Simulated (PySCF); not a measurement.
Malononitrile, C3H2N2.
Numbering: `[N:1]#[C:2][CH2:3][C:4]#[N:5]` (hydrogens: H6, H7 on C3)

Structure used (PBE0-D3(BJ)/def2-TZVP), in Å, numbered top down from 1:
```
atom  x, y, z in Å
N1     0.0581    1.8982    0.6462
C2    -0.1622    0.8526    0.2281
C3    -0.4755   -0.4657   -0.3102
C4     0.6570   -1.3820   -0.2533
N5     1.5325   -2.1227   -0.2201
H6    -1.3115   -0.8931    0.2518
H7    -0.8001   -0.3605   -1.3499
```

All values: wB97X-D/pcSseg-2 (PySCF, non-relativistic), on one gas-phase PBE0-D3(BJ)/def2-TZVP geometry that isn't relaxed in the solvent. The solvent is an IEF-PCM continuum (Bondi radii, 1.10 Å for H, scaled by 1.2). The model holds no explicit solvent molecules, cavitation or dispersion.

Gas phase at wB97X-D/pcSseg-2: HOMO -12.01 eV, LUMO 1.23 eV, dipole 3.92 D.

Question: What does the continuum do to the energy, the frontier levels and the dipole at wB97X-D/pcSseg-2 in chloroform?

Answer: 
```json
{"solvent": "chloroform", "ε": "4.711", "E(solvent) − E(gas) (kcal/mol)": "-7.77", "polarisation term (kcal/mol)": "-9.23", "distortion of the solute (kcal/mol)": "1.46", "HOMO (eV)": "-11.83", "LUMO (eV)": "1.54", "dipole (D)": "4.77"}
```

The first energy column is the sum of the next two and covers electrostatics alone.

Question: Which radius a makes the point-dipole formula ΔE = −[(ε − 1)/(2ε + 1)]·μ²/a³ give the value in chloroform, with the gas-phase dipole?

Answer: μ = 1.541 au and |ΔE| = 0.01238 Eh give a = 2.16 Å; the farthest nucleus lies 2.39 Å from the centroid of the nuclei, so such a sphere wouldn't even hold the nuclei. The formula assumes a rigid point dipole at the centre of a sphere.

Question: Give the dipole vector in the frame of the coordinates (D, pointing from negative to positive charge), gas and chloroform.

Answer: Gas (-3.51, -0.98, -1.44), solvent (-4.27, -1.19, -1.76). Its length changes by +22 % and its direction by less than 1°.

The run took 11 s of wall time on Intel Xeon 6975P-C, one thread, no GPU, on a shared host, and the process peaked at 1.1 GiB of memory. This is the whole shielding run at wB97X-D/pcSseg-2 in chloroform, SCF included.

The pairwise dispersion term of wB97X-D wasn't added to the energies; at a given geometry it leaves orbitals and properties as they are.
